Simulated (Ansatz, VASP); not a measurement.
**One calculation of Ga, two programs**

File INCAR:

```
PREC = Accurate
ENCUT = 520
EDIFF = 1E-7
ISMEAR = -1
SIGMA = 0.05
LREAL = F
LASPH = T
NELM = 60
ALGO = Normal
ISIF = 2
LWAVE = F
LCHARG = F
GGA = PS
NBANDS = 20
```

File KPOINTS:

```
regular mesh
0
Gamma
  10 10 8
```

POSCAR

```
Ga
1.0
    1.3737178411     -3.9994756958      0.0000000000
    1.3737178411      3.9994756958      0.0000000000
   -0.1166592328      0.0000000000      3.3075802485
Ga
2
Direct
    0.1310000000      0.8690000000      0.7500000000
    0.8690000000      0.1310000000      0.2500000000
```

The input input.yaml:

```yaml
crystal:
  lattice:
    - [1.3737178411, -3.9994756958, 0.0]
    - [1.3737178411, 3.9994756958, 0.0]
    - [-0.1166592328, 0.0, 3.3075802485]
  atoms:
    - { symbol: Ga, position: [0.131, 0.869, 0.75] }
    - { symbol: Ga, position: [0.869, 0.131, 0.25] }
hamiltonian:
  xc: pbesol
  pseudopotentials: { kind: paw }
kpoints:
  mp_grid: { grid: [10, 10, 8] }
scf:
  occupations: { method: fermi_dirac, width: 0.05 }
output:
  forces: true
  stress: true
  eigenvalues: true
  write_density: true
  write_potential: true
  elf: true
  volumetric_format: npy
```

Change from the starting cell: volume scaled by 0.98.

Alike in both runs: task single point; functional PBEsol; k mesh 10 × 10 × 8; occupations fermi-dirac, width 0.05 eV; no spin polarisation.

```csv
,VASP,Ansatz
version,VASP 6.6.1,Ansatz 0.2.0
potentials or method,"VASP PAW PBE potentials, release 64 (Ga_d)",Ansatz PAW
plane-wave cutoff (eV),520,420
valence electrons in the cell,26,26
```

Ansatz gave:

```
gap on the k mesh at the Fermi level (eV)       : none
pressure (GPa)                                  : -0.9
largest component of the traceless stress (GPa) : 0.84
rms of the force components (eV/Å)              : 0.119
```

Q: Which values does VASP return?

A: gap on the k mesh at the Fermi level (eV): none; pressure (GPa): -0.8; largest component of the traceless stress (GPa): 0.85; rms of the force components (eV/Å): 0.118.

Atom by atom the forces differ by 0.001 eV/Å (rms over components). A gap of «none» marks a metal or a gap that the smearing closes.

Caveats: the PAW data sets were made with another functional, which shifts forces and pressure a little (VASP); the PAW data sets come from PBE, with cores solved anew for the run's functional, which leaves a small shift of forces and pressure (Ansatz).
